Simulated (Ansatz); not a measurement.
# Si2Mo (P6_222) in Ansatz: a series of runs

The runs below take Si2Mo through band structure, with BLYP, revPBE.

Program: Ansatz 0.2.0. These are calculated values, not measurements. Logs are shortened: lines on timing, memory, paths and dates and some standing lists are left out, and cuts for length are marked.

**1. Starting point**

Symmetry: P6_222, No. 180, hexagonal system. The conventional cell has a = 4.585 Å, b = 4.585 Å, c = 6.580 Å, α = 90.00°, β = 90.00°, γ = 120.00°. Mo (site symmetry 222) is surrounded by 10 Si at 2.57 to 2.67 Å. Around Si (site symmetry 2) lie 5 Si at 2.55 to 2.67 Å and 5 Mo at 2.57 to 2.67 Å.

Measurements of this composition are mostly on another form, of space group No. 139.

**2. Band structure, BLYP**

The input, input.yaml:

```yaml
crystal:
  lattice:
    - [4.5854715599, 0.0, 0.0]
    - [-2.29273578, 3.9711348592, 0.0]
    - [0.0, 0.0, 6.5797601]
  atoms:
    - { symbol: Mo, position: [0.5, 0.5, 0.8333333333] }
    - { symbol: Mo, position: [0.0, 0.5, 0.1666666667] }
    - { symbol: Mo, position: [0.5, 0.0, 0.5] }
    - { symbol: Si, position: [0.16387298, 0.32774596, 0.5] }
    - { symbol: Si, position: [0.67225404, 0.83612702, 0.1666666667] }
    - { symbol: Si, position: [0.83612702, 0.16387298, 0.8333333333] }
    - { symbol: Si, position: [0.83612702, 0.67225404, 0.5] }
    - { symbol: Si, position: [0.32774596, 0.16387298, 0.1666666667] }
    - { symbol: Si, position: [0.16387298, 0.83612702, 0.8333333333] }
hamiltonian:
  xc: blyp
  pseudopotentials: { kind: paw }
kpoints:
  mp_grid: { grid: [7, 7, 4] }
  band_path:
    path:
      - [[0.0, 0.0, 0.0], [0.5, 0.0, 0.0], [0.3333333333, 0.3333333333, 0.0], [0.0, 0.0, 0.0], [0.0, 0.0, 0.5], [0.5, 0.0, 0.5], [0.3333333333, 0.3333333333, 0.5], [0.0, 0.0, 0.5]]
      - [[0.5, 0.0, 0.5], [0.5, 0.0, 0.0]]
      - [[0.3333333333, 0.3333333333, 0.0], [0.3333333333, 0.3333333333, 0.5]]
    npoints: 10
scf:
  occupations: { method: fermi_dirac, width: 0.05 }
  n_extra_bands: 22
output:
  forces: true
  stress: true
  eigenvalues: true
  fatbands: false
  write_density: true
  write_potential: true
  elf: true
  volumetric_format: npy
```

Potentials or basis: Ansatz PAW.

Command:

```console
$ ansatz run input.yaml --threads 4 --pin off --max-ram 11264MiB --backend cpu --events-out ev --progress --plain --runs-dir out
```

What it wrote:

```text
Warning: RAYON_NUM_THREADS=4 ignored (pool sized by the plan → 4); use --threads N
scf.n_extra_bands = 22 over 33 filled bands (N_el = 66.0): the run solves 55 bands
Engine: ansatz 0.2.0, aarch64-unknown-linux-gnu
Pseudopotentials: kind: paw
Pseudopotential: Mo, paw, valence charge 14, recommended cutoff 420 eV (normal), Mo.paw.azcp
Pseudopotential: Si, paw, valence charge 4, recommended cutoff 420 eV (normal), Si.paw.azcp
Functional definition: BLYP
  parameter beta = 0.0042
  parameter a = 0.04918
  parameter b = 0.132
  parameter c = 0.2533
  parameter d = 0.349
  exchange = b88_x(beta = beta)
  correlation = lyp_c(a = a, b = b, c = c, d = d)
Crystal: 9 atoms, lattice volume = 119.814 Å³
Basis set: ecut = 420 eV, 2331 PW (Γ), exchange–correlation on 64×64×90 points (8 copies of the dense FFT grid, shifted against one another)
Bands: 55, of which v1, the nominal top of the filled ones, is band 33 counted from 1 (32 counted from 0)
Symmetry: 12 space group operations
Space group: P6222 (ITA 180), of the structure as read, at distance tolerance 4.9e-5 Å
k-points: 24 of 196 (time reversal used)
Non-local potential: Mo, projectors of the file, l = 0: 3, l = 1: 2, l = 2: 2, l = 3: 1
Non-local potential: Si, projectors of the file, l = 0: 2, l = 1: 2, l = 2: 2
PAW form: soft (Blöchl's): semilocal exchange-correlation on the pseudo side does not see the compensation charge
PAW frozen core: Mo, regenerated for the run's functional, and the local potential with it (the file was generated under x = pbe(κ = 0.804, μ = 0.2195149727645171), c = pbe(β = 0.06672455060314922))
PAW frozen core: Si, regenerated for the run's functional, and the local potential with it (the file was generated under x = pbe(κ = 0.804, μ = 0.2195149727645171), c = pbe(β = 0.06672455060314922))
PAW one-centre angular grid: Mo, 590 points (default); XC on 64 Gauss nodes
PAW one-centre angular grid: Si, 110 points (default); XC on 64 Gauss nodes
Initial density: superposition of atomic densities (neutral atoms: chi_scale 0, normalization atom), corrected by the library's trained network
Initial wavefunctions: pseudopotential atomic-orbital guess
Functional: x = b88, c = lyp
SCF iter   1: F=—  HF=-18744.641920 eV  |F-HF|=—  |Δ(HF+E_count)|=         —  Δρ=1.26e-2  dr2=2.12e-1  ethr=1.77e-3  ⟨swp⟩=5.4  Hψ=5547  notcnv=0  defer=124
preconditioner: auto → Resta (q_TF=auto, 2.470 Å⁻¹)  ε∞=6.3  [insulator: Δε(μ)=0.291 eV  Ē_g=9.586 eV  σ=0.050 eV  W_gap=0.90  n_scr=22 (ndim 8)  ℏωp=22.0 eV  f_vac=0.000  D(μ)=0.13/eV (n_scr^D=0)  ε∞_Penn≈6.3]
SCF iter   2: F=—  HF=-18744.611813 eV  |F-HF|=—  |Δ(HF+E_count)|=   3.01e-2  Δρ=6.66e-3  dr2=5.38e-2  ethr=3.22e-4  ⟨swp⟩=2.0  Hψ=1761  notcnv=0  defer=281
SCF iter   3: F=—  HF=-18744.602884 eV  |F-HF|=—  |Δ(HF+E_count)|=   8.93e-3  Δρ=1.09e-3  dr2=1.36e-3  ethr=8.15e-5  ⟨swp⟩=2.3  Hψ=1625  notcnv=0  defer=288
SCF iter   4: F=—  HF=-18744.602775 eV  |F-HF|=—  |Δ(HF+E_count)|=   1.09e-4  Δρ=1.25e-4  dr2=9.34e-6  ethr=2.06e-6  ⟨swp⟩=2.3  Hψ=1507  notcnv=0  defer=288
SCF iter   5: F=—  HF=-18744.602810 eV  |F-HF|=—  |Δ(HF+E_count)|=   3.49e-5  Δρ=2.28e-5  dr2=3.74e-7  ethr=1.42e-8  ⟨swp⟩=2.0  Hψ=1501  notcnv=0  defer=288
SCF iter   6: F=-18744.602811 eV  HF=-18744.602811 eV  |F-HF|=6.59e-9  |Δ(HF+E_count)|=   3.84e-7  Δρ=3.35e-6  dr2=8.84e-9  ethr=1.52e-10  ⟨swp⟩=14.0  Hψ=8735  notcnv=0
SCF 1 converged in 6 iterations: F = -18744.602811 eV  dr2 = 8.84e-9
NSCF: frozen V_eff on 93 k-points
SCF converged after 6 iterations
Free energy (F): -18744.602811 eV
Harris-Foulkes:  -18744.602811 eV  (|F-HF|=6.59e-9)
Internal energy: -18744.601082 eV  (E = F + TS)
E sigma→0 (E₀):  -18744.601946 eV
Entropy (-TS):   -0.001728 eV (-0.192 meV/atom)
Fermi energy:    17.155242 eV
--- Per-component energies (eV) ---
  E_band       = -95.296620
  E_kinetic    = 1602.756229
  E_local      = -3442.508569  (includes V_loc(G=0)·N_el)
  E_nonlocal   = 588.672668
  E_hartree    = 1283.999477
  E_xc         = -877.845422
  E_vxc        = -963.029703  (∫ρ·V_xc dr)
  E_paw        = -12760.433191  (= ΣΔE_a)
  E_vpaw       = -449.184776  (= ΣTr[D̂ρ^β])
  E_aug_tail   = 0.000096  (compensation charges beyond the density's cutoff)
  E_ewald      = -5139.594408
  E_core_change = 0.352036  (= ΣΔE_core)
  E_smearing   = -0.001728  (= −TS)
  E_closure    = 0.000000  (closes the sum)
  Σ components = -18744.602811   (vs F -18744.602811, Δ=0.00e0)
--- Forces (eV/Å), atoms counted from 1 ---
  atom   1  Mo    -0.00000000     0.00000000     0.00000000
  atom   2  Mo     0.00000000     0.00000000    -0.00000000
  atom   3  Mo    -0.00000000    -0.00000000     0.00000000
  atom   4  Si     0.00000000    -0.00771142     0.00000000
  atom   5  Si     0.00667829     0.00385571     0.00000000
  atom   6  Si     0.00667829    -0.00385571    -0.00000000
  atom   7  Si    -0.00000000     0.00771142     0.00000000
  atom   8  Si    -0.00667829    -0.00385571     0.00000000
  atom   9  Si    -0.00667829     0.00385571    -0.00000000
  max |Σ_I F_I| component: 7.33e-17 eV/Å
--- Stress (GPa, compression-positive) ---
       12.996674       0.000000      -0.000000
        0.000000      12.996674      -0.000000
        0.000000      -0.000000      11.852678
  P = ⅓ Tr σ = 12.6153 GPa (126.153 kbar)
--- Band table (eV; the first three rows and the last of 24) ---
  k-point 0: bands = ["-44.0515", "-44.0216", "-44.0216", "-18.2846", "-18.2841", "-18.2841", "-18.2780", "-18.2780", "-18.1931", "-18.1302", "-18.1302", "-18.1151", "3.1442", "6.1988", "6.1988", "9.9553", "10.6472", "10.6472", "10.9392", "10.9392", "11.8597", "12.2446", "12.2446", "12.5582", "13.5102", "13.5102", "13.9680", "13.9680", "14.1972", "14.1972", "14.3767", "15.1661", "16.3356", "19.0768", "19.4427", "19.4648", "19.4648", "19.6829", "20.0235", "20.0235", "20.0406", "20.0406", "20.5545", "20.5545", "20.7495", "21.0026", "21.2585", "21.2585", "21.5465", "21.5465", "22.5420", "24.3884", "24.4749", "24.4749", "26.2384"]
  k-point 1: bands = ["-44.0488", "-44.0315", "-44.0144", "-18.3215", "-18.2889", "-18.2770", "-18.2657", "-18.2307", "-18.1947", "-18.1663", "-18.1313", "-18.1016", "3.3722", "5.0213", "7.3537", "10.1357", "10.5284", "10.5595", "10.7094", "11.4467", "11.5288", "11.8765", "11.8828", "12.0899", "13.6463", "13.7642", "13.8104", "14.0311", "14.4206", "14.7573", "14.8135", "15.1923", "16.6854", "19.1129", "19.2300", "19.3230", "19.5720", "19.5724", "19.7422", "19.7828", "19.8772", "19.9934", "20.3383", "20.4326", "20.5256", "20.7321", "21.0793", "21.3494", "21.4893", "23.1553", "23.6889", "23.7735", "23.7799", "24.0116", "25.6989"]
  k-point 2: bands = ["-44.0415", "-44.0415", "-44.0117", "-18.3348", "-18.2930", "-18.2639", "-18.2639", "-18.1913", "-18.1913", "-18.1744", "-18.1744", "-18.0910", "4.0275", "4.0275", "8.0340", "9.9432", "10.4230", "10.5450", "10.5450", "11.4663", "11.4663", "11.8137", "11.8137", "12.1636", "13.5269", "13.5927", "13.5927", "13.6947", "14.9102", "14.9102", "15.1502", "16.3780", "16.3780", "18.8884", "19.2942", "19.2942", "19.3775", "19.7305", "19.8262", "19.8262", "19.8519", "19.8519", "20.2234", "20.2653", "20.2653", "20.5727", "21.3043", "21.3428", "21.3428", "22.1643", "23.9364", "23.9364", "23.9728", "23.9728", "26.4042"]
  k-point 23: bands = ["-44.0410", "-44.0292", "-44.0237", "-18.3315", "-18.3221", "-18.3153", "-18.2459", "-18.2300", "-18.2181", "-18.1312", "-18.1280", "-18.0913", "5.8518", "5.9489", "6.5761", "7.5066", "7.7807", "9.0355", "10.9739", "11.1764", "11.7176", "12.3039", "13.3572", "13.4041", "13.7243", "13.7437", "13.9344", "14.0501", "14.9345", "15.2941", "15.5070", "15.8319", "16.5808", "17.6986", "18.1341", "18.3513", "18.8264", "18.9528", "19.2212", "19.4026", "19.6687", "20.3071", "20.3705", "20.7244", "21.6894", "21.8202", "22.1579", "22.7379", "23.0865", "23.2380", "23.4043", "23.7929", "24.4316", "24.4664", "26.5997"]
```

It took 13 s on 4 threads of Arm Neoverse V2, shared host; peak memory 0.68 GiB.

What came out:

| Quantity | Value |
| --- | --- |
| Free energy | -18744.6028 eV |
| Pressure | 12.6 GPa |
| Largest force | 0.008 eV/Å |
| Band gap on the k mesh | 0.27 eV, indirect (least direct gap 0.60 eV) |
| Band gap along the path | 0.06 eV, indirect (least direct gap 0.52 eV) |

Forces in eV/Å, atoms in the order of the input:
```
Mo   0.000  0.000  0.000
Mo   0.000  0.000  0.000
Mo   0.000  0.000  0.000
Si   0.000 -0.008  0.000
Si   0.007  0.004  0.000
Si   0.007 -0.004  0.000
Si   0.000  0.008  0.000
Si  -0.007 -0.004  0.000
Si  -0.007  0.004  0.000
```

Levels at the corners of the path, in eV from the valence-band top:
```tsv
point	band 29	band 30	band 31	band 32	band 33	band 34	band 35	band 36	band 37	band 38
Γ	-2.93	-2.93	-2.75	-1.96	-0.79	1.95	2.32	2.34	2.34	2.56
M	-2.29	-2.12	-1.56	-1.06	-0.63	0.06	0.69	0.84	1.30	1.89
K	-2.79	-2.52	-1.07	-1.07	-0.88	0.63	0.99	0.99	1.50	1.50
Γ	-2.93	-2.93	-2.75	-1.96	-0.79	1.95	2.32	2.34	2.34	2.56
A	-2.22	-2.22	-1.98	-0.75	-0.75	1.76	2.17	2.17	2.25	2.60
L	-2.96	-2.69	-1.96	-1.26	0.00	0.52	1.07	1.31	1.34	1.65
H	-1.85	-1.85	-1.50	-1.50	-0.63	0.59	1.18	1.18	1.96	1.96
A	-2.22	-2.22	-1.98	-0.75	-0.75	1.76	2.17	2.17	2.25	2.60
L	-2.96	-2.69	-1.96	-1.26	0.00	0.52	1.07	1.31	1.34	1.65
M	-2.29	-2.12	-1.56	-1.06	-0.63	0.06	0.69	0.84	1.30	1.89
K	-2.79	-2.52	-1.07	-1.07	-0.88	0.63	0.99	0.99	1.50	1.50
H	-1.85	-1.85	-1.50	-1.50	-0.63	0.59	1.18	1.18	1.96	1.96
```

Caveat: the k mesh misses the band edges, so the gap on the mesh is wider than the one along the path; the PAW data sets come from PBE, with cores solved anew for the run's functional, which leaves a small shift of forces and pressure. BLYP gaps usually lie below the measured ones, often by a third to a half.

**3. Band structure, revPBE**

Edit input.yaml of step 2 so:

```diff
@@ -16,3 +16,3 @@
 hamiltonian:
-  xc: blyp
+  xc: revpbe
   pseudopotentials: { kind: paw }
```

Potentials or basis: Ansatz PAW.

Command:

```console
$ ansatz run input.yaml --threads 4 --pin off --max-ram 11264MiB --backend cpu --events-out ev --progress --plain --runs-dir out
```

It took 13 s on 4 threads of Arm Neoverse V2, shared host; peak memory 0.55 GiB.

It converged, with:

| Property | Result |
| --- | --- |
| Free energy | -18715.1774 eV |
| Pressure | 5.5 GPa |
| Largest force | 0.004 eV/Å |
| Band gap on the k mesh | 0.28 eV, indirect (least direct gap 0.64 eV) |
| Band gap along the path | 0.06 eV, indirect (least direct gap 0.55 eV) |

Forces on the atoms (eV/Å):
```
Mo   0.000  0.000  0.000
Mo   0.000  0.000  0.000
Mo   0.000  0.000  0.000
Si   0.000  0.004  0.000
Si  -0.003 -0.002  0.000
Si  -0.003  0.002  0.000
Si   0.000 -0.004  0.000
Si   0.003  0.002  0.000
Si   0.003 -0.002  0.000
```

Levels at the corners of the path, in eV from the valence-band top:
| point | band 31 | band 32 | band 33 | band 34 | band 35 | band 36 |
| --- | --- | --- | --- | --- | --- | --- |
| Γ | -2.75 | -2.10 | -0.82 | 2.00 | 2.36 | 2.36 |
| M | -1.58 | -1.06 | -0.65 | 0.06 | 0.71 | 0.86 |
| K | -1.08 | -1.08 | -0.88 | 0.64 | 1.00 | 1.00 |
| Γ | -2.75 | -2.10 | -0.82 | 2.00 | 2.36 | 2.36 |
| A | -2.11 | -0.73 | -0.73 | 1.85 | 2.30 | 2.30 |
| L | -1.97 | -1.25 | 0.00 | 0.55 | 1.10 | 1.35 |
| H | -1.51 | -1.51 | -0.61 | 0.62 | 1.19 | 1.19 |
| A | -2.11 | -0.73 | -0.73 | 1.85 | 2.30 | 2.30 |
| L | -1.97 | -1.25 | 0.00 | 0.55 | 1.10 | 1.35 |
| M | -1.58 | -1.06 | -0.65 | 0.06 | 0.71 | 0.86 |
| K | -1.08 | -1.08 | -0.88 | 0.64 | 1.00 | 1.00 |
| H | -1.51 | -1.51 | -0.61 | 0.62 | 1.19 | 1.19 |

Caveat: the k mesh misses the band edges, so the gap on the mesh is wider than the one along the path; the PAW data sets come from PBE, with cores solved anew for the run's functional, which leaves a small shift of forces and pressure. revPBE gaps usually lie below the measured ones, often by a third to a half.
